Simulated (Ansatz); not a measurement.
## Ga under changes of volume

One of the cells (17.718 Å³/atom); the others are scaled copies at fixed shape and fractional positions:

```
CELL_PARAMETERS angstrom
-1.38440 1.38440 2.31122
1.38440 -1.38440 2.31122
1.38440 1.38440 -2.31122
ATOMIC_POSITIONS crystal
Ga 0.00000 0.00000 0.00000
```

This isn't the form of Ga at room conditions, which is orthorhombic.

```yaml
Program: Ansatz 0.2.0
Functional: LDA
Potentials_or_basis: all-electron LAPW, relativistic spinors
Cutoff: 238 eV (chosen from the basis error)
Basis_error_allowed: 0.001 eV/atom
k_mesh: 10 × 10 × 10
Occupations: gaussian, width 0.15 eV
Spin: spin-orbit coupling, no magnetisation
```

```tsv
volume (Å³/atom)	energy over the lowest point (meV/atom)	pressure (GPa)
16.655	3.02	2.2
17.010	0.00	0.6
17.364	0.22	-0.7
17.718	3.31	-1.9
18.073	8.93	-3.0
18.427	16.77	-4.0
18.781	?	?
```

Task: What does the run at 18.781 Å³/atom give?

Result: Energy over the lowest point 26.58 meV/atom; pressure -4.8 GPa.

Worked out: A Birch-Murnaghan fit of order 3 (a polynomial in V^(-2/3)) to the other rows has its minimum at 17.16 Å³/atom with B0 = V·E''(V) = 67 GPa and B' = 5.0 at fixed shape and positions, which overstates the stiffness. It gives 26.57 meV/atom at 18.781 Å³/atom, against the run's 26.58, and -dE/dV = -4.8 GPa, against -4.8.

Energies are extrapolated to zero smearing.

Caveats: the k mesh is thin for a metal, which can move the energy by tens of meV per atom.
